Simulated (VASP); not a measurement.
The system is Nb.

```
Nb
1.0
     2.94168    0.00000    0.00000
    -1.47084    2.54757    0.00000
     0.00000    0.00000    4.80377
Nb
2
Direct
  0.33333 0.66667 0.25000
  0.66667 0.33333 0.75000
```

This isn't the form of Nb at room conditions, which is bcc.

* Program: VASP 6.6.1
* Task: relaxation of cell and atoms
* Functional: PBEsol
* Potentials or basis: VASP PAW PBE potentials, release 64 (Nb_sv)
* Cutoff: 600 eV
* k mesh: 6 × 6 × 4
* Occupations: gaussian, width 0.1 eV
* Spin: no spin polarisation

At the start: pressure -0.4 GPa; volume 18.00 Å³/atom.

Q: Where does the relaxation end?

A: Over 10 steps the energy falls by 94.5 meV/atom and the volume is 17.83 Å³/atom (-0.9 %); space group P6_3/mmc (No. 194, to 0.05 Å).

Step by step:
```tsv
step	energy change (eV)	largest force (eV/Å)	pressure (GPa)	volume (Å³)
1	0.0000	0.0000	-0.38	36.00
2	-0.0933	0.0000	-0.11	35.74
3	-0.1849	0.0000	2.14	35.23
4	-0.1851	0.0000	2.53	35.16
5	-0.1597	0.0000	-5.59	36.99
6	-0.1887	0.0000	0.20	35.63
7	-0.1887	0.0000	0.26	35.62
8	-0.1890	0.0000	-0.14	35.69
9	-0.1890	0.0000	-0.03	35.66
10	-0.1890	0.0000	-0.02	35.67
```

Final structure:
```cif
data_structure
_symmetry_space_group_name_H-M 'P 1'
_symmetry_Int_Tables_number 1
_cell_length_a 2.7997
_cell_length_b 2.7997
_cell_length_c 5.2541
_cell_angle_alpha 90.000
_cell_angle_beta 90.000
_cell_angle_gamma 120.000
_cell_volume 35.67
loop_
_atom_site_label
_atom_site_type_symbol
_atom_site_fract_x
_atom_site_fract_y
_atom_site_fract_z
_atom_site_occupancy
Nb1 Nb 0.33333 0.66667 0.25000 1
Nb2 Nb 0.66667 0.33333 0.75000 1
```

Caveat: the k mesh is coarse (spacing up to 0.41 Å⁻¹), so the values aren't converged; the PAW data sets were made with another functional, which shifts forces and pressure a little.
